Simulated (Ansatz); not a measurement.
Crystal: Cr.

```
CELL_PARAMETERS angstrom
-1.48445 1.48445 1.48445
1.48445 -1.48445 1.48445
1.48445 1.48445 -1.48445
ATOMIC_POSITIONS crystal
Cr 0.00000 0.00000 0.00000
```

Base run:

```yaml
Program: Ansatz 0.2.0
Functional: PBEsol
Potentials_or_basis: all-electron LAPW, scalar-relativistic
Cutoff: 281 eV (chosen from the basis error)
Basis_error_allowed: 0.001 eV/atom
k_mesh: 12 × 12 × 12
Occupations: fermi-dirac, width 0.05 eV
Spin: collinear spin, ferromagnetic start
Starting_moments: "[3.0] μB"
Hubbard_terms: Cr d U = 4 eV
```

Its results: band gap on the k mesh none (metal or under the smearing width); pressure 70.3 GPa; net moment 4.45 μB per cell; site moments Cr +4.12 μB.

The run is repeated on the same cell with these changes: hubbard terms from Cr d U = 4 eV to Cr d U = 8 eV. What comes out?

Band gap on the k mesh none (metal or under the smearing width); pressure 92.6 GPa; net moment 4.86 μB per cell; site moments Cr +4.46 μB.

Caveats: the magnetic state may not be the lowest; a pressure of tens of GPa on the cell as given is suspect, and the run, the potentials or the cell itself is likely at fault; U is the effective U less J, on atomic orbitals that reach past the spheres; the U is typed as a test and isn't derived for this compound.
